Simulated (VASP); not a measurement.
# ZnAu: formation energy of a vacancy on the Au site

Wanted: what a vacancy on the Au site costs in ZnAu and how the lattice relaxes round it. The start is a cell from a database of measured crystal structures.

Main program and level: VASP 6.6.1; SCAN; plane waves and PAW (Au, Zn), in the first sound run; inputs show where later runs differ.

This is a report of a sequence of runs, with most program output left out.

**1. The host crystal**

The structure is cubic, space group Pm-3m (No. 221). Conventional cell: a = 3.147 Å, b = 3.147 Å, c = 3.147 Å, α = 90.00°, β = 90.00°, γ = 90.00°. Nearest to Au lie 8 Zn at 2.73 Å. Nearest to Zn lie 8 Au at 2.73 Å. Farther neighbours are not listed.

Coordinates:

```xyz
2
Lattice="3.1470 0.0000 0.0000 0.0000 3.1470 0.0000 0.0000 0.0000 3.1470" Properties=species:S:1:pos:R:3 pbc="T T T"
Au    0.0000    0.0000    0.0000
Zn    1.5735    1.5735    1.5735
```

**2. The host at zero pressure**

The later steps need the crystal at this functional's own lattice; a raised cutoff keeps the stress reliable while the cell changes.

Input file INCAR:

```
SYSTEM = ZnAu
PREC = Accurate
ENCUT = 360
EDIFF = 1E-06
NELM = 120
ISMEAR = 1
SIGMA = 0.15
LREAL = .FALSE.
ALGO = Normal
METAGGA = SCAN
LASPH = .TRUE.
NBANDS = 17
LORBIT = 11
LWAVE = .FALSE.
LCHARG = .FALSE.
KPAR = 4
IBRION = 2
NSW = 40
ISIF = 3
EDIFFG = -0.02
POTIM = 0.4
```

Input file POSCAR:

```
ZnAu
1.0
    3.1470000000      0.0000000000      0.0000000000
    0.0000000000      3.1470000000      0.0000000000
    0.0000000000      0.0000000000      3.1470000000
Au Zn
1 1
Direct
    0.0000000000      0.0000000000      0.0000000000
    0.5000000000      0.5000000000      0.5000000000
```

Input file KPOINTS:

```
Automatic mesh
0
Gamma
10 10 10
0 0 0
```

Potentials, in the order of the species: Au and Zn (PBE family, release 64).

On the command line:

```
$ mpirun -np 4 vasp_std
```

The job ended after 33 s (4 MPI ranks of AMD EPYC 9R45, shared host; peak memory 0.51 GiB).

This run has no spin polarisation. Its electron count is odd, so without a moment it is a metal by construction. The PAW data sets were made with PBE, which is usual practice but a small mismatch for other functionals. The run keeps the 48 symmetry operations of its start, so it cannot find a distortion of lower symmetry.

Relaxation path:

| step | energy less that of the first step (eV) | largest force (eV/Å) | pressure (GPa) | volume (Å³) |
| --- | --- | --- | --- | --- |
| 1 | 0.0000 | 0.0000 | -3.75 | 31.17 |
| 2 | -0.0067 | 0.0000 | 1.95 | 29.87 |
| 3 | -0.0098 | 0.0000 | 0.22 | 30.34 |
| 4 | -0.0098 | 0.0000 | 0.01 | 30.38 |

| conventional cell, symmetrised | before | after | change |
| --- | --- | --- | --- |
| a (Å) | 3.147 | 3.120 | -0.8 % |
| b (Å) | 3.147 | 3.120 | -0.8 % |
| c (Å) | 3.147 | 3.120 | -0.8 % |
| volume (Å³/atom) | 15.58 | 15.19 | -2.5 % |

The relaxed structure:

```
Au Zn
1.0
     3.12036    0.00000    0.00000
     0.00000    3.12036    0.00000
     0.00000    0.00000    3.12036
Au Zn
1 1
Direct
  0.00000 0.00000 0.00000
  0.50000 0.50000 0.50000
```

Numbers from this step:

```yaml
electronic_cycles: 40
electrons: 23
free_energy_toten: -83.2112 eV
energy_at_zero_smearing: -83.2109 eV
fermi_energy: 7.189 eV
labelled_metallic_from_the_levels_on_this_mesh: yes
```

The run ended after 4 ionic steps, 0.010 eV below its first step, once forces and stress met EDIFFG = -0.02.

**3. The perfect supercell**

System of this step: ZnAu. It takes space group Pm-3m (No. 221, cubic). The conventional cell has a = 3.120 Å, b = 3.120 Å, c = 3.120 Å, α = 90.00°, β = 90.00°, γ = 90.00°. Nearest to Au lie 8 Zn at 2.70 Å. Nearest to Zn lie 8 Au at 2.70 Å. Farther neighbours are not listed.

The same cell, mesh and cutoff without the defect give the energy to subtract and, in a gapped host, the band edges to count from, so that most errors cancel.

Input file INCAR:

```
SYSTEM = ZnAu
PREC = Normal
ENCUT = 300
EDIFF = 1E-05
NELM = 120
ISMEAR = 1
SIGMA = 0.2
LREAL = Auto
ALGO = Normal
METAGGA = SCAN
LASPH = .TRUE.
NBANDS = 216
LORBIT = 11
LWAVE = .FALSE.
LCHARG = .FALSE.
KPAR = 4
```

Input file POSCAR:

```
ZnAu
1.0
    0.0000000000      6.2407191408      6.2407191408
    6.2407191408      0.0000000000      6.2407191408
    6.2407191408      6.2407191408      0.0000000000
Au Zn
16 16
Direct
    0.0000000000      0.0000000000      0.0000000000
    0.5000000000      0.0000000000      0.0000000000
    0.0000000000      0.5000000000      0.0000000000
    0.0000000000      0.0000000000      0.5000000000
    0.2500000000      0.2500000000      0.2500000000
    0.5000000000      0.5000000000      0.0000000000
    0.5000000000      0.0000000000      0.5000000000
    0.7500000000      0.2500000000      0.2500000000
    0.0000000000      0.5000000000      0.5000000000
    0.2500000000      0.7500000000      0.2500000000
    0.2500000000      0.2500000000      0.7500000000
    0.5000000000      0.5000000000      0.5000000000
    0.7500000000      0.7500000000      0.2500000000
    0.7500000000      0.2500000000      0.7500000000
    0.2500000000      0.7500000000      0.7500000000
    0.7500000000      0.7500000000      0.7500000000
    0.1250000000      0.1250000000      0.1250000000
    0.6250000000      0.1250000000      0.1250000000
    0.1250000000      0.6250000000      0.1250000000
    0.1250000000      0.1250000000      0.6250000000
    0.3750000000      0.3750000000      0.3750000000
    0.6250000000      0.6250000000      0.1250000000
    0.6250000000      0.1250000000      0.6250000000
    0.8750000000      0.3750000000      0.3750000000
    0.1250000000      0.6250000000      0.6250000000
    0.3750000000      0.8750000000      0.3750000000
    0.3750000000      0.3750000000      0.8750000000
    0.6250000000      0.6250000000      0.6250000000
    0.8750000000      0.8750000000      0.3750000000
    0.8750000000      0.3750000000      0.8750000000
    0.3750000000      0.8750000000      0.8750000000
    0.8750000000      0.8750000000      0.8750000000
```

Input file KPOINTS:

```
Automatic mesh
0
Gamma
3 3 3
0 0 0
```

On the command line:

```
$ mpirun -np 4 vasp_std
```

Run time: 1.7 min. Hardware: 4 MPI ranks; peak memory 1.3 GiB.

The k-mesh is coarse for a metal.

Numbers from this step:

| Property | Result |
| --- | --- |
| electronic cycles | 16 |
| electrons | 368 |
| free energy (TOTEN) | -1331.4911 eV |
| energy at zero smearing | -1331.4862 eV |
| Fermi energy | 7.247 eV |

The host is treated as a metal, as its relaxation found a gap under 0.3 eV or none, and only the neutral defect is run.

**4. Reference Au**

This step: SCAN; plane waves and PAW (Au) (VASP 6.6.1).

System of this step: Au. The structure is cubic, space group Fm-3m (No. 225). Conventional cell: a = 4.080 Å, b = 4.080 Å, c = 4.080 Å, α = 90.00°, β = 90.00°, γ = 90.00°. Nearest to Au lie 12 Au at 2.88 Å.

The reference for Au is its crystal, relaxed at the cutoff of the large cell.

Input file INCAR:

```
SYSTEM = Au
PREC = Normal
ENCUT = 300
EDIFF = 1E-05
NELM = 120
ISMEAR = 1
SIGMA = 0.1
LREAL = Auto
ALGO = Normal
METAGGA = SCAN
LASPH = .TRUE.
NBANDS = 11
LORBIT = 11
LWAVE = .FALSE.
LCHARG = .FALSE.
KPAR = 4
IBRION = 2
NSW = 25
ISIF = 3
EDIFFG = -0.02
POTIM = 0.4
```

Input file POSCAR:

```
Au
1.0
    0.0000000000      2.0400000000      2.0400000000
    2.0400000000      0.0000000000      2.0400000000
    2.0400000000      2.0400000000      0.0000000000
Au
1
Direct
    0.0000000000      0.0000000000      0.0000000000
```

Input file KPOINTS:

```
Automatic mesh
0
Gamma
11 11 11
0 0 0
```

Potentials, in the order of the species: Au (PBE family, release 64).

On the command line:

```
$ mpirun -np 4 vasp_std
```

The job ended after 7.8 s (4 MPI ranks; peak memory 0.31 GiB; 26 s of CPU time).

Little changed from the start: no atom moved by 0.005 Å and no cell edge by 0.1 %.

This step gave:

* electronic cycles: 22
* electrons: 11
* free energy (TOTEN): -69.2212 eV
* energy at zero smearing: -69.2213 eV
* Fermi energy: 9.159 eV

The run ended after 3 ionic steps, 0.000 eV below its first step, once forces and stress met EDIFFG = -0.02.

Energy at zero smearing: -69.22130 eV.

**5. Reference Zn**

This step: SCAN; plane waves and PAW (Zn) (VASP 6.6.1).

System of this step: Zn. The structure is hexagonal, space group P6_3/mmc (No. 194). The conventional cell has a = 2.660 Å, b = 2.660 Å, c = 4.937 Å, α = 90.00°, β = 90.00°, γ = 120.00°. Zn has 12 Zn at 2.66 to 2.91 Å nearest.

Zn is not exchanged here; its energy serves the host's formation enthalpy.

INCAR: that of step 4 with these lines changed.

```diff
@@ -1,2 +1,2 @@
-SYSTEM = Au
+SYSTEM = Zn
 PREC = Normal
@@ -11,3 +11,3 @@
 LASPH = .TRUE.
-NBANDS = 11
+NBANDS = 18
 LORBIT = 11
```

Input file POSCAR:

```
Zn
1.0
    2.6600000000      0.0000000000      0.0000000000
   -1.3300000000      2.3036275741      0.0000000000
    0.0000000000      0.0000000000      4.9369600000
Zn
2
Direct
    0.0000000000      0.0000000000      0.0000000000
    0.3333333333      0.6666666667      0.5000000000
```

Input file KPOINTS:

```
Automatic mesh
0
Gamma
11 11 6
0 0 0
```

Potentials, in the order of the species: Zn (PBE family, release 64).

On the command line:

```
$ mpirun -np 4 vasp_std
```

It took 78 s on 4 MPI ranks; peak memory 0.38 GiB.

The run keeps the 24 symmetry operations of its start, so it cannot find a distortion of lower symmetry.

The steps of the relaxation:

| step | energy less that of the first step (eV) | largest force (eV/Å) | pressure (GPa) | volume (Å³) |
| --- | --- | --- | --- | --- |
| 1 | 0.0000 | 0.0000 | -5.22 | 30.25 |
| 2 | -0.0393 | 0.0000 | -1.08 | 28.56 |
| 3 | -0.0402 | 0.0000 | -0.67 | 28.39 |
| 4 | -0.0418 | 0.0000 | -0.60 | 28.06 |
| 5 | -0.0406 | 0.0000 | 2.34 | 27.41 |
| 6 | -0.0423 | 0.0000 | -0.67 | 27.95 |
| 7 | -0.0426 | 0.0000 | 0.53 | 27.68 |
| 8 | -0.0426 | 0.0000 | -0.25 | 27.83 |
| 9 | -0.0427 | 0.0000 | -0.07 | 27.78 |
| 10 | -0.0436 | 0.0000 | 1.44 | 27.68 |
| 11 | -0.0437 | 0.0000 | 1.08 | 27.70 |
| 12 | -0.0453 | 0.0000 | 1.24 | 27.88 |
| 13 | -0.0527 | 0.0000 | 0.06 | 28.41 |
| 14 | -0.0517 | 0.0000 | -1.38 | 28.63 |
| 15 | -0.0527 | 0.0000 | -0.20 | 28.48 |
| 16 | -0.0527 | 0.0000 | -0.32 | 28.50 |
| 17 | -0.0525 | 0.0000 | -0.43 | 28.50 |
| 18 | -0.0527 | 0.0000 | -0.33 | 28.50 |
| 19 | -0.0527 | 0.0000 | -0.34 | 28.50 |
| 20 | -0.0529 | 0.0000 | 0.55 | 28.38 |
| 21 | -0.0529 | 0.0000 | -0.24 | 28.45 |
| 22 | -0.0529 | 0.0000 | 0.03 | 28.43 |

| conventional cell, symmetrised | before | after | change |
| --- | --- | --- | --- |
| a (Å) | 2.660 | 2.633 | -1.0 % |
| b (Å) | 2.660 | 2.633 | -1.0 % |
| c (Å) | 4.937 | 4.735 | -4.1 % |
| volume (Å³/atom) | 15.13 | 14.22 | -6.0 % |

The relaxed structure:

```cif
data_structure
_symmetry_space_group_name_H-M 'P 1'
_symmetry_Int_Tables_number 1
_cell_length_a 2.6330
_cell_length_b 2.6330
_cell_length_c 4.7354
_cell_angle_alpha 90.000
_cell_angle_beta 90.000
_cell_angle_gamma 120.000
_cell_volume 28.43
loop_
_atom_site_label
_atom_site_type_symbol
_atom_site_fract_x
_atom_site_fract_y
_atom_site_fract_z
_atom_site_occupancy
Zn1 Zn 0.00000 0.00000 0.00000 1
Zn2 Zn 0.33333 0.66667 0.50000 1
```

Numbers from this step:

| Quantity | Value |
| --- | --- |
| electronic cycles | 146 |
| electrons | 24 |
| free energy (TOTEN) | -26.95 eV |
| energy at zero smearing | -26.95 eV |
| Fermi energy | 3.336 eV |

The run ended after 22 ionic steps, 0.053 eV below its first step, once forces and stress met EDIFFG = -0.02.

The edges of the cell as typed change unequally, by -4.1 to -1.0 %. In a metal that hangs on the k mesh, which was not refined here; the energy is less touched by it than the shape.

Energy at zero smearing: -26.94549 eV.

**6. The defect cell**

This step: SCAN; plane waves and PAW (Au, Zn) (VASP 6.6.1).

System of this step: Zn16Au15. The cell holds 31 atoms: 15 Au and 16 Zn. Its edges and angles: a = 8.826 Å, b = 8.826 Å, c = 8.826 Å, α = 60.0°, β = 60.0°, γ = 60.0°. It derives from ZnAu. Nearest the centre at fractional (0.000, 0.000, 0.000): Zn31 at 2.70 Å, Zn16 at 2.70 Å, Zn30 at 2.70 Å, Zn19 at 2.70 Å, Zn18 at 2.70 Å, Zn29 at 2.70 Å, Zn17 at 2.70 Å, Zn28 at 2.70 Å.

The host is treated as a metal, since its gap is under 0.3 eV or closed. The run keeps 48 symmetry operations, which cuts the number of k-points but bars distortions that break them. The atoms relax at the host's fixed cell.

Input file INCAR:

```
SYSTEM = Zn16Au15
PREC = Normal
ENCUT = 300
EDIFF = 1E-05
NELM = 120
ISMEAR = 1
SIGMA = 0.2
LREAL = Auto
ALGO = Normal
METAGGA = SCAN
LASPH = .TRUE.
NBANDS = 208
LORBIT = 11
LWAVE = .FALSE.
LCHARG = .TRUE.
KPAR = 4
IBRION = 2
NSW = 50
ISIF = 2
EDIFFG = -0.03
POTIM = 0.4
MAXMIX = 40
ISYM = 2
```

Input file POSCAR:

```
Zn16Au15
1.0
    0.0000000000      6.2407191408      6.2407191408
    6.2407191408      0.0000000000      6.2407191408
    6.2407191408      6.2407191408      0.0000000000
Au Zn
15 16
Direct
    0.5000000000      0.0000000000      0.0000000000
    0.0000000000      0.5000000000      0.0000000000
    0.0000000000      0.0000000000      0.5000000000
    0.2500000000      0.2500000000      0.2500000000
    0.5000000000      0.5000000000      0.0000000000
    0.5000000000      0.0000000000      0.5000000000
    0.7500000000      0.2500000000      0.2500000000
    0.0000000000      0.5000000000      0.5000000000
    0.2500000000      0.7500000000      0.2500000000
    0.2500000000      0.2500000000      0.7500000000
    0.5000000000      0.5000000000      0.5000000000
    0.7500000000      0.7500000000      0.2500000000
    0.7500000000      0.2500000000      0.7500000000
    0.2500000000      0.7500000000      0.7500000000
    0.7500000000      0.7500000000      0.7500000000
    0.1250000000      0.1250000000      0.1250000000
    0.6250000000      0.1250000000      0.1250000000
    0.1250000000      0.6250000000      0.1250000000
    0.1250000000      0.1250000000      0.6250000000
    0.3750000000      0.3750000000      0.3750000000
    0.6250000000      0.6250000000      0.1250000000
    0.6250000000      0.1250000000      0.6250000000
    0.8750000000      0.3750000000      0.3750000000
    0.1250000000      0.6250000000      0.6250000000
    0.3750000000      0.8750000000      0.3750000000
    0.3750000000      0.3750000000      0.8750000000
    0.6250000000      0.6250000000      0.6250000000
    0.8750000000      0.8750000000      0.3750000000
    0.8750000000      0.3750000000      0.8750000000
    0.3750000000      0.8750000000      0.8750000000
    0.8750000000      0.8750000000      0.8750000000
```

Input file KPOINTS:

```
Automatic mesh
0
Gamma
3 3 3
0 0 0
```

The projector-augmented-wave data sets are Au and Zn (PBE family, release 64).

On the command line:

```
$ mpirun -np 4 vasp_std
```

The job ended after 16 min (4 MPI ranks; peak memory 1.4 GiB).

Step by step:

| step | energy less that of the first step (eV) | largest force (eV/Å) |
| --- | --- | --- |
| 1 | 0.0000 | 0.4346 |
| 2 | -0.0827 | 0.3356 |
| 3 | -0.2127 | 0.1653 |
| 4 | -0.2204 | 0.1155 |
| 5 | -0.2217 | 0.0685 |
| 6 | -0.2220 | 0.0783 |
| 7 | -0.2197 | 0.1482 |
| 8 | -0.2220 | 0.0832 |
| 9 | -0.2305 | 0.1293 |
| 10 | -0.2525 | 0.1943 |
| 11 | -0.2128 | 0.2279 |
| 12 | -0.2548 | 0.1879 |
| 13 | -0.2621 | 0.0547 |
| 14 | -0.2624 | 0.0651 |
| 15 | -0.2625 | 0.0443 |
| 16 | -0.2532 | 0.2117 |
| 17 | -0.2627 | 0.0378 |
| 18 | -0.2628 | 0.0336 |
| 19 | -0.2628 | 0.0376 |
| 20 | -0.2630 | 0.0572 |
| 21 | -0.2633 | 0.0207 |

The atoms that moved most (Å):

| atom | dx | dy | dz | length |
| --- | --- | --- | --- | --- |
| Zn16 | -0.052 | -0.052 | -0.052 | 0.091 |
| Zn31 | 0.052 | 0.052 | 0.052 | 0.091 |
| Zn30 | 0.052 | -0.052 | -0.052 | 0.091 |
| Zn28 | -0.052 | -0.052 | 0.052 | 0.091 |
| Zn29 | -0.052 | 0.052 | -0.052 | 0.091 |
| Zn19 | 0.052 | 0.052 | -0.052 | 0.091 |
| Zn18 | 0.052 | -0.052 | 0.052 | 0.091 |
| Zn17 | -0.052 | 0.052 | 0.052 | 0.091 |

The relaxed structure:

```
Au Zn
1.0
     0.00000    6.24072    6.24072
     6.24072    0.00000    6.24072
     6.24072    6.24072    0.00000
Au Zn
15 16
Cartesian
  0.0000 3.1204 3.1204
  3.1204 0.0000 3.1204
  3.1204 3.1204 0.0000
  3.1204 3.1204 3.1204
  3.1204 3.1204 6.2407
  3.1204 6.2407 3.1204
  3.0501 6.2407 6.2407
  6.2407 3.1204 3.1204
  6.2407 3.0501 6.2407
  6.2407 6.2407 3.0501
  6.2407 6.2407 6.2407
  6.2407 6.2407 9.4313
  6.2407 9.4313 6.2407
  9.4313 6.2407 6.2407
  9.3611 9.3611 9.3611
  1.5077 1.5077 1.5077
  1.5077 4.7330 4.7330
  4.7330 1.5077 4.7330
  4.7330 4.7330 1.5077
  4.6923 4.6923 4.6923
  4.6923 4.6923 7.7891
  4.6923 7.7891 4.6923
  4.6923 7.7891 7.7891
  7.7891 4.6923 4.6923
  7.7891 4.6923 7.7891
  7.7891 7.7891 4.6923
  7.7891 7.7891 7.7891
  7.7484 7.7484 10.9737
  7.7484 10.9737 7.7484
  10.9737 7.7484 7.7484
  10.9737 10.9737 10.9737
```

Numbers from this step:

```yaml
electronic_cycles: 152
electrons: 357
free_energy_toten: -1261.9070 eV
energy_at_zero_smearing: -1261.9160 eV
fermi_energy: 6.629 eV
```

Valence density in the ac plane at fractional y = 0.000, through the centre, with atoms of Au within 0.45 Å of it. It is the smooth field of the valence electrons, not physical close to the nuclei.

Ten even steps from '_' (0.0 e/Å³) to '@' (4.4 e/Å³), each cell a mean:
```
____________________..==%%%%**::__________________
______________________::==++==::..________________
________________________..::::..__________________
__________________________________________________
__________________________________________________
__________________________________________________
__________________________________________________
________..________________________________________
____________________......__________________......
::..______________..--==--..________________::--==
**--..____________..==**##++::______________::++##
@@**--____________..--##@@%%==..____________::++%%
%%##==..____________..==%%%%**::____________..--**
++++--..______________::==++==::..____________..--
..::::..________________..::::..__________________
__________________________________________________
__________________________________________________
__________________________________________________
__________________________________________________
__________________________________________________
____________________......________________________
__________________..--==--..______________________
__________________..==**##++::____________________
__________________..--##@@%%==..__________________
```
Columns run along a (8.8 Å), rows up along c (8.8 Å). Atoms in or near the plane, at fractional coordinates: Au at (0.50, 0.00), Au at (0.00, 0.50), Au at (0.50, 0.50).

The run ended after 21 ionic steps, 0.263 eV below its first step, once the forces on the free atoms met EDIFFG = -0.03.

The 8 first neighbours (Zn) lie 2.70 Å from the site in the perfect crystal and 2.61 Å on average after the relaxation (-3.4 %).

**7. Formation energies**

This step: point defect, SCAN; plane waves and PAW (VASP 6.6.1).

This step runs nothing: it gathers the runs above.

This step gave:

| Item | Value |
| --- | --- |
| formation energy of the neutral defect | 0.3489 eV |
| host formation enthalpy | -0.2619 eV/atom |

Formation energy:

| formation energy (eV) | largest move (Å) |
| --- | --- |
| 0.3489 | 0.09086 |

The formation energy is the energy of the relaxed defect cell less that of the perfect cell, with each removed atom booked to its reference and each added atom taken from it.

References, in eV an atom: Au -69.221 (crystal Fm-3m) and Zn -13.473 (crystal P6_3/mmc). They were run at the supercell's cutoff and functional, without U, and count both elements from their own phases.

**8. Results**

```
formation energy at charge 0 : 0.349 eV
host formation enthalpy      : -0.262 eV/atom
```

In words: A vacancy on the Au site costs 0.35 eV, with every exchanged atom at the energy of its element. The 8 first neighbours (Zn) lie 2.70 Å from the site in the perfect crystal and 2.61 Å on average after the relaxation (-3.4 %). With metallic smearing the value can move by tenths of an eV with the k mesh. The supercell of 32 atoms is small, so interactions between images remain.

[Lines on the potential files, build, host, timing and source positions are cut from VASP's logs without a mark.]

[Logs are printed without paths, hosts, clocks, repeated set-up lines and the standing remarks that a program may print on its own settings, such as how far it seeks lower states.]

[Hosts, paths, dates, database ids (printed as entryN), source tags and the programs' standing remarks are cut or masked in the printed files.]

[In band tables of VASP the shares of atoms and orbitals are scaled to a sum of 1 inside the atoms' spheres.]

[Runs that stopped without an error message from VASP are left out.]
